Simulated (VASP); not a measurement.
# AlNi (Pm-3m) in VASP: settings compared

The runs below take AlNi through relaxation of cell and atoms, with RPBE, LDA.

Everything below comes from runs of VASP 6.6.1. Logs are shortened: lines on timing, memory, paths and dates and some standing lists are left out, and cuts for length are marked.

## 1. The crystal as given

Symmetry: Pm-3m, No. 221, cubic system. The conventional cell has a = 2.881 Å, b = 2.881 Å, c = 2.881 Å, α = 90.00°, β = 90.00°, γ = 90.00°. Al (site symmetry m-3m) is surrounded by 8 Ni at 2.50 Å. Ni (site symmetry m-3m) has 8 Al at 2.50 Å as nearest neighbours.

## 2. Relaxation of cell and atoms, RPBE

INCAR reads:

```
SYSTEM = AlNi
  PREC = Accurate
  ENCUT = 600
  EDIFF = 1E-6
  ISMEAR = 1
  SIGMA = 0.1
  LREAL = .False.
  LASPH = .True.
  NELM = 80
  ALGO = Normal
  ISIF = 3
  LWAVE = .False.
  LCHARG = .False.
  GGA = RP
  IBRION = 2
  NSW = 90
  EDIFFG = -0.01
```

KPOINTS reads:

```
Automatic mesh
0
Gamma
  14 14 14
  0 0 0
```

POSCAR reads:

```
AlNi
1.0
    2.8810000000      0.0000000000      0.0000000000
    0.0000000000      2.8810000000      0.0000000000
    0.0000000000      0.0000000000      2.8810000000
Al Ni
1 1
Direct
    0.0000000000      0.0000000000      0.0000000000
    0.5000000000      0.5000000000      0.5000000000
```

Potentials or basis: VASP PAW PBE potentials, release 64 (Al, Ni).

Started as:

```sh
> cat potpaw_PBE.64/Al/POTCAR potpaw_PBE.64/Ni/POTCAR > POTCAR
> mpirun -np 1 vasp_std > vasp.out
```

OUTCAR:

```text
SYSTEM = AlNi
   PREC = Accurate
   ENCUT = 600
   EDIFF = 1E-6
   ISMEAR = 1
   LREAL = .False.
   LASPH = .True.
   NELM = 80
   ISIF = 3
   GGA = RP
   IBRION = 2
   NSW = 90
   EDIFFG = -0.01

 ion  position               nearest neighbor table
   1  0.000  0.000  0.000-   2 2.50   2 2.50   2 2.50   2 2.50   2 2.50   2 2.50   2 2.50   2 2.50

   2  0.500  0.500  0.500-   1 2.50   1 2.50   1 2.50   1 2.50   1 2.50   1 2.50   1 2.50   1 2.50

  LATTYP: Found a simple cubic cell.
 ALAT       =     2.8810000000

  Lattice vectors:

 A1 = (   2.8810000000,   0.0000000000,   0.0000000000)
 A2 = (   0.0000000000,   2.8810000000,   0.0000000000)
 A3 = (   0.0000000000,   0.0000000000,   2.8810000000)

Analysis of symmetry for initial positions (statically):
=====================================================================
 Subroutine PRICEL returns:
 Original cell was already a primitive cell.

 Routine SETGRP: Setting up the symmetry group for a
 simple cubic supercell.

 Subroutine GETGRP returns: Found 48 space group operations
 (whereof 48 operations were pure point group operations)
 out of a pool of 48 trial point group operations.

The static configuration has the point symmetry O_h .

Analysis of symmetry for dynamics (positions and initial velocities):
=====================================================================
 Subroutine PRICEL returns:
 Original cell was already a primitive cell.

 Routine SETGRP: Setting up the symmetry group for a
 simple cubic supercell.

 Subroutine GETGRP returns: Found 48 space group operations
 (whereof 48 operations were pure point group operations)
 out of a pool of 48 trial point group operations.

The dynamic configuration has the point symmetry O_h .

 Subroutine INISYM returns: Found 48 space group operations
 (whereof 48 operations are pure point group operations),
 and found     1 'primitive' translations

----------------------------------------------------------------------------------------

                                     Primitive cell

  volume of cell :      23.9128

  direct lattice vectors                    reciprocal lattice vectors
     2.881000000  0.000000000  0.000000000     0.347101701  0.000000000  0.000000000
     0.000000000  2.881000000  0.000000000     0.000000000  0.347101701  0.000000000
     0.000000000  0.000000000  2.881000000     0.000000000  0.000000000  0.347101701

  length of vectors
     2.881000000  2.881000000  2.881000000     0.347101701  0.347101701  0.347101701

  position of ions in fractional coordinates (direct lattice)
     0.000000000  0.000000000  0.000000000
     0.500000000  0.500000000  0.500000000

  ion indices of the primitive-cell ions
   primitive index   ion index
                 1           1
                 2           2

----------------------------------------------------------------------------------------

 KPOINTS: Automatic mesh

Automatic generation of k-mesh.
 Grid dimensions read from file:
 generate k-points for:   14   14   14

 Generating k-lattice:

  Cartesian coordinates                     Fractional coordinates (reciprocal lattice)
     0.024792979  0.000000000  0.000000000     0.071428571  0.000000000  0.000000000
     0.000000000  0.024792979  0.000000000     0.000000000  0.071428571  0.000000000
     0.000000000  0.000000000  0.024792979     0.000000000  0.000000000  0.071428571

  Length of vectors
     0.024792979  0.024792979  0.024792979

  Shift w.r.t. Gamma in fractional coordinates (k-lattice)
     0.000000000  0.000000000  0.000000000

 Subroutine IBZKPT returns following result:
 ===========================================

 Found    120 irreducible k-points:

 Following reciprocal coordinates:
            Coordinates               Weight
  0.000000  0.000000  0.000000      1.000000
  0.071429  0.000000  0.000000      6.000000
  0.142857  0.000000  0.000000      6.000000
  0.214286  0.000000  0.000000      6.000000
  0.285714  0.000000  0.000000      6.000000
  0.357143  0.000000  0.000000      6.000000
[... 16 lines left out ...]
  0.285714  0.214286  0.000000     24.000000
  0.357143  0.214286  0.000000     24.000000
 [... further k-points ...]
   k-points           NKPTS =    120   k-points in BZ     NKDIM =    120   number of bands    NBANDS=     10
   number of dos      NEDOS =    301   number of ions     NIONS =      2
   total plane-waves  NPLWV =  13824
   dimension x,y,z NGX =    24 NGY =   24 NGZ =   24
   dimension x,y,z NGXF=    48 NGYF=   48 NGZF=   48
   ions per type =               1   1
   NGX,Y,Z   is equivalent  to a cutoff of  13.85, 13.85, 13.85 a.u.
   NGXF,Y,Z  is equivalent  to a cutoff of  27.70, 27.70, 27.70 a.u.
 SYSTEM =  AlNi
   PREC   = accura    normal or accurate (medium, high low for compatibility)
   ISTART =      0    job   : 0-new  1-cont  2-samecut
   ICHARG =      2    charge: 1-file 2-atom 10-const
   ISPIN  =      1    spin polarized calculation?
   LNONCOLLINEAR =      F non collinear calculations
   LSORBIT =      F    spin-orbit coupling
   LASPH  =      T    aspherical Exc in radial PAW
   ENCUT  =  600.0 eV  44.10 Ry    6.64 a.u.   5.75  5.75  5.75*2*pi/ulx,y,z
   NELM   =     80;   NELMIN=  2; NELMDL= -5     # of ELM steps
   EDIFF  = 0.1E-05   stopping-criterion for ELM
   LREAL  =      F    real-space projection
   EDIFFG = -.1E-01   stopping-criterion for IOM
   NSW    =     90    number of steps for IOM
   IBRION =      2    ionic relax: 0-MD 1-quasi-New 2-CG
   NFREE  =      1    steps in history (QN), initial steepest desc. (CG)
   ISIF   =      3    stress and relaxation
   ISYM   =      2    0-nonsym 1-usesym 2-fastsym
   POTIM  = 0.5000    time-step for ionic-motion
   TEBEG  =    0.0;   TEEND  =   0.0 temperature during run
   PSTRESS=    0.0 pullay stress
   NELECT =      13.0000    total number of electrons
   NUPDOWN=      -1.0000    fix difference up-down
   EMIN   =  10.00;   EMAX   =-10.00  energy-range for DOS
   EFERMI =   0.00;   METHOD = LEGACY
   ISMEAR =     1;   SIGMA  =   0.10  broadening in eV -4-tet -1-fermi 0-gaus
   EFERMI_NEDOS =   21; number of points for ismear=-14 and -15
   IALGO  =     38    algorithm
   IMIX   =      4    mixing-type and parameters
     AMIX     =   0.40;   BMIX     =  1.00
     AMIX_MAG =   1.60;   BMIX_MAG =  1.00
  volume/ion in A,a.u.               =      11.96        80.69
  Fermi-wavevector in a.u.,A,eV,Ry     =   1.336122  2.524904 24.289410  1.785221
  Thomas-Fermi vector in A             =   2.464773
   LORBIT       =      0    0 simple, 1 ext, 2 COOP (PROOUT), +10 PAW based schemes
   GGA     = RP    functional components
   LHFCALC =     F    Hartree Fock is set to
   AEXX    =    0.0000 exact exchange contribution
   IVDW    =     0    specifies the selected vdW correction
   LEPSILON=     F    determine dielectric tensor
   LRPA    =     F    only Hartree local field effects (RPA)
 conjugate gradient relaxation of ions
 non-spin polarized calculation
 Methfessel and Paxton  Order N= 1 SIGMA  =   0.10
  energy-cutoff  :      600.00
  volume of cell :       23.91
 maximum number of plane-waves:       840
 NGX is ok and might be reduce to    24
   NGX = 11   NGY = 11   NGZ = 11

--------------------------------------- Ionic step        1  -------------------------------------------

 number of electron      13.0000015 magnetization

 Free energy of the ion-electron system (eV)
  ---------------------------------------------------
  ext. energy  EPLUGINS =         0.00000000
  ---------------------------------------------------
  free energy    TOTEN  =        -9.73142273 eV

  energy without entropy =       -9.73108680  energy(sigma->0) =       -9.73131075

 E-fermi :  10.1096     XC(G=0): -11.9594

 val. band max:       10.1063771664   @ k =   0.3571   0.2143   0.0714
 cond. band min:      10.1146895022   @ k =   0.3571   0.1429   0.1429
 fundamental gap:      0.0083123358
 Fermi energy:        10.1096355562

 k-point     1 :       0.0000    0.0000    0.0000
  band No.  band energies     occupation
      1      -0.9918      2.00000
      2       6.9218      2.00000
      3       6.9218      2.00000
      4       8.6103      2.00000
      5       8.6103      2.00000
      6       8.6103      2.00000
      7      15.6709      0.00000
      8      15.6709      0.00000
      9      15.6709      0.00000
     10      18.2184      0.00000

 k-point     2 :       0.0714    0.0000    0.0000
  band No.  band energies     occupation
      1      -0.8978      2.00000
      2       6.9144      2.00000
      3       6.9441      2.00000
      4       8.5696      2.00000
      5       8.5696      2.00000
      6       8.6147      2.00000
      7      14.6800      0.00000
      8      15.7950      0.00000
      9      15.7950      0.00000
     10      18.2239      0.00000

 k-point     3 :       0.1429    0.0000    0.0000
  band No.  band energies     occupation
      1      -0.6171      2.00000
      2       6.8680      2.00000
      3       7.0072      2.00000
      4       8.4596      2.00000
      5       8.4596      2.00000
      6       8.6268      2.00000
      7      13.0770      0.00000
      8      16.1558      0.00000
      9      16.1558      0.00000
     10      18.2402      0.00000
[... 322 lines left out ...]
 VOLUME and BASIS-vectors are now :
 -----------------------------------------------------------------------------
  energy-cutoff  :      600.00
  volume of cell :       25.44
      direct lattice vectors                 reciprocal lattice vectors
     2.941092968 -0.000000000 -0.000000000     0.340009653  0.000000000 -0.000000000
    -0.000000000  2.941092968 -0.000000000     0.000000000  0.340009653  0.000000000
     0.000000000 -0.000000000  2.941092968     0.000000000  0.000000000  0.340009653

 POSITION                                       TOTAL-FORCE (eV/Angst)
 -----------------------------------------------------------------------------------
      0.00000      0.00000      0.00000        -0.000000      0.000000      0.000000
      1.47055      1.47055      1.47055         0.000000     -0.000000      0.000000
 -----------------------------------------------------------------------------------
    total drift:                                0.000000      0.000000     -0.000000

  FREE ENERGIE OF THE ION-ELECTRON SYSTEM (eV)
  ---------------------------------------------------
  free  energy   TOTEN  =        -9.7391646156 eV

  energy  without entropy=       -9.7389318198  energy(sigma->0) =       -9.73908702

--------------------------------------- Ionic step        3  -------------------------------------------

 number of electron      13.0000005 magnetization

 Free energy of the ion-electron system (eV)
  ---------------------------------------------------
  ext. energy  EPLUGINS =         0.00000000
  ---------------------------------------------------
  free energy    TOTEN  =        -9.74677057 eV

  energy without entropy =       -9.74653946  energy(sigma->0) =       -9.74669354

 E-fermi :   9.6403     XC(G=0): -11.7868

 val. band max:        9.6351804964   @ k =   0.3571   0.1429   0.1429
 cond. band min:       9.6807730947   @ k =   0.3571   0.2857   0.0714
 fundamental gap:      0.0455925983
 Fermi energy:         9.6402610654

 k-point     1 :       0.0000    0.0000    0.0000
  band No.  band energies     occupation
      1      -1.1998      2.00000
      2       6.6219      2.00000
      3       6.6219      2.00000
      4       8.2141      2.00000
      5       8.2141      2.00000
      6       8.2141      2.00000
      7      15.0504      0.00000
      8      15.0504      0.00000
      9      15.0504      0.00000
     10      17.6330      0.00000

 k-point     2 :       0.0714    0.0000    0.0000
  band No.  band energies     occupation
      1      -1.1081      2.00000
      2       6.6139      2.00000
      3       6.6430      2.00000
      4       8.1752      2.00000
      5       8.1752      2.00000
      6       8.2182      2.00000
      7      14.0878      0.00000
      8      15.1714      0.00000
      9      15.1714      0.00000
     10      17.6410      0.00000

 k-point     3 :       0.1429    0.0000    0.0000
  band No.  band energies     occupation
      1      -0.8345      2.00000
      2       6.5659      2.00000
      3       6.7027      2.00000
      4       8.0703      2.00000
      5       8.0703      2.00000
      6       8.2296      2.00000
      7      12.5166      0.00000
      8      15.5232      0.00000
      9      15.5232      0.00000
     10      17.6649      0.00000
[... 286 lines left out ...]
 VOLUME and BASIS-vectors are now :
 -----------------------------------------------------------------------------
  energy-cutoff  :      600.00
  volume of cell :       24.79
      direct lattice vectors                 reciprocal lattice vectors
     2.915874299 -0.000000000 -0.000000000     0.342950312  0.000000000 -0.000000000
    -0.000000000  2.915874299 -0.000000000     0.000000000  0.342950312  0.000000000
     0.000000000 -0.000000000  2.915874299     0.000000000  0.000000000  0.342950312

 POSITION                                       TOTAL-FORCE (eV/Angst)
 -----------------------------------------------------------------------------------
      0.00000      0.00000      0.00000        -0.000000      0.000000      0.000000
      1.45794      1.45794      1.45794         0.000000     -0.000000      0.000000
 -----------------------------------------------------------------------------------
    total drift:                                0.000000      0.000000     -0.000000

  FREE ENERGIE OF THE ION-ELECTRON SYSTEM (eV)
  ---------------------------------------------------
  free  energy   TOTEN  =        -9.7467705726 eV

  energy  without entropy=       -9.7465394605  energy(sigma->0) =       -9.74669354

 reached required accuracy - stopping structural energy minimisation
```

Wall time 25 s (1 thread of Intel Xeon 6975P-C (Granite Rapids), shared host); peak memory 0.17 GiB.

What came out:

| Property | Result |
| --- | --- |
| Free energy | -9.7468 eV |
| Relaxed volume | 12.40 Å³/atom |
| Relaxed cell | a = 2.916 Å, b = 2.916 Å, c = 2.916 Å, α = 90.00°, β = 90.00°, γ = 90.00° |
| Space group after relaxing (to 0.05 Å) | Pm-3m (No. 221) |
| Energy gained by relaxing | 7.7 meV/atom |
| Ionic steps | 3 |
| Pressure after relaxing | 0.0 GPa |
| Band gap on the k mesh | none (metal or under the smearing width) |

The path:
| step | energy change (eV) | largest force (eV/Å) | pressure (GPa) | volume (Å³) |
| --- | --- | --- | --- | --- |
| 1 | 0.0000 | 0.0000 | 5.79 | 23.91 |
| 2 | -0.0077 | 0.0000 | -3.69 | 25.44 |
| 3 | -0.0153 | 0.0000 | 0.03 | 24.79 |

Final structure:
```
Al Ni
1.0
     2.91587    0.00000    0.00000
     0.00000    2.91587    0.00000
     0.00000    0.00000    2.91587
Al Ni
1 1
Cartesian
  0.0000 0.0000 0.0000
  1.4579 1.4579 1.4579
```

Caveat: the PAW data sets were made with another functional, which shifts forces and pressure a little. RPBE and its kin give volumes clearly too large for solids.

## 3. Relaxation of cell and atoms, RPBE

This run uses another cell than the first one, of 12.40 Å³/atom, 1.037 times its volume.

Edit INCAR of step 2 so:

```diff
@@ -3,3 +3,3 @@
   ENCUT = 600
-  EDIFF = 1E-6
+  EDIFF = 1E-7
   ISMEAR = 1
@@ -16,2 +16,2 @@
   NSW = 90
-  EDIFFG = -0.01
+  EDIFFG = -0.005
```

KPOINTS is that of step 2.

POSCAR reads:

```
AlNi                                    
1.0
    2.9158742994     -0.0000000000     -0.0000000000
   -0.0000000000      2.9158742994     -0.0000000000
    0.0000000000     -0.0000000000      2.9158742994
  Al              Ni            
     1     1
Direct
     0.0000000000000000    0.0000000000000000    0.0000000000000000
     0.5000000000000000    0.5000000000000000    0.5000000000000000
```

Potentials or basis: VASP PAW PBE potentials, release 64 (Al, Ni).

Started as:

```sh
> cat potpaw_PBE.64/Al/POTCAR potpaw_PBE.64/Ni/POTCAR > POTCAR
> mpirun -np 1 vasp_std > vasp.out
```

Wall time 12 s (1 thread of Intel Xeon 6975P-C (Granite Rapids), shared host); peak memory 0.16 GiB.

The run converged. Its results:

```
Free energy             : -9.7470 eV
Pressure after relaxing : 0.0 GPa
Band gap on the k mesh  : none (metal or under the smearing width)
```

Final structure:
```xyz
2
Lattice="2.9159 0.0000 0.0000 0.0000 2.9159 0.0000 0.0000 0.0000 2.9159" Properties=species:S:1:pos:R:3 pbc="T T T"
Al    0.0000    0.0000    0.0000
Ni    1.4579    1.4579    1.4579
```

Levels at points of the mesh, in eV from the Fermi level:
```tsv
k point	band 4	band 5	band 6	band 7	band 8	band 9	band 10
(0.00, 0.00, 0.00)	-1.43	-1.43	-1.43	5.41	5.41	5.41	7.99
(0.50, 0.00, 0.00)	-2.10	-2.10	-1.34	-0.58	8.21	9.88	9.88
(0.50, 0.50, 0.00)	-2.76	-1.93	-1.93	-0.93	1.47	2.36	12.00
(0.50, 0.50, 0.50)	-0.90	-0.90	2.06	2.06	2.06	3.51	4.32
```

Caveat: the relaxation stopped at its first step, so nothing moved; the PAW data sets were made with another functional, which shifts forces and pressure a little. Spin polarisation is off, so any magnetic state and its effect on volume and gap are missing.

## 4. Relaxation of cell and atoms, LDA

INCAR reads:

```
  ALGO = Normal
  EDIFF = 1E-6
  EDIFFG = -0.01
  ENCUT = 600
  IBRION = 2
  ISIF = 3
  ISMEAR = 1
  LASPH = T
  LCHARG = F
  LREAL = F
  LWAVE = F
  NELM = 80
  NSW = 90
  PREC = Accurate
  SIGMA = 0.1
```

KPOINTS reads:

```
k-points
0
Gamma
  14 14 14
```

POSCAR reads:

```
AlNi
1.0
    2.8810000000      0.0000000000      0.0000000000
    0.0000000000      2.8810000000      0.0000000000
    0.0000000000      0.0000000000      2.8810000000
Al Ni
1 1
Direct
    0.0000000000      0.0000000000      0.0000000000
    0.5000000000      0.5000000000      0.5000000000
```

Potentials or basis: VASP PAW LDA potentials, release 64 (Al, Ni).

Started as:

```sh
> cat potpaw_LDA.64/Al/POTCAR potpaw_LDA.64/Ni/POTCAR > POTCAR
> mpirun -np 1 vasp_std > vasp.out
```

Wall time 29 s (1 thread of Intel Xeon Platinum 8559C (Emerald Rapids), shared host); peak memory 0.16 GiB.

Results (log left out):

```
Free energy                            : -12.1949 eV
Relaxed volume                         : 11.38 Å³/atom
Relaxed cell                           : a = 2.834 Å, b = 2.834 Å, c = 2.834 Å, α = 90.00°, β = 90.00°, γ = 90.00°
Space group after relaxing (to 0.05 Å) : Pm-3m (No. 221)
Energy gained by relaxing              : 15.4 meV/atom
Ionic steps                            : 3
Pressure after relaxing                : -0.1 GPa
Band gap on the k mesh                 : none (metal or under the smearing width)
```

Step by step:
```csv
step,energy change (eV),largest force (eV/Å),pressure (GPa),volume (Å³)
1,0.0000,0.0000,-8.10,23.91
2,-0.0097,0.0000,7.84,21.88
3,-0.0309,0.0000,-0.06,22.77
```

Final structure:
```
Al Ni
1.0
     2.83419    0.00000    0.00000
     0.00000    2.83419    0.00000
     0.00000    0.00000    2.83419
Al Ni
1 1
Direct
  0.00000 0.00000 0.00000
  0.50000 0.50000 0.50000
```

Levels at points of the mesh, in eV from the Fermi level:
| k point | band 4 | band 5 | band 6 | band 7 | band 8 | band 9 | band 10 |
| --- | --- | --- | --- | --- | --- | --- | --- |
| (0.00, 0.00, 0.00) | -1.64 | -1.64 | -1.64 | 5.71 | 5.71 | 5.71 | 8.41 |
| (0.50, 0.00, 0.00) | -2.39 | -2.39 | -1.54 | -0.66 | 8.45 | 10.26 | 10.26 |
| (0.50, 0.50, 0.00) | -2.93 | -2.21 | -2.21 | -1.07 | 1.58 | 2.75 | 12.72 |
| (0.50, 0.50, 0.50) | -1.04 | -1.04 | 2.02 | 2.02 | 2.02 | 4.07 | 4.74 |
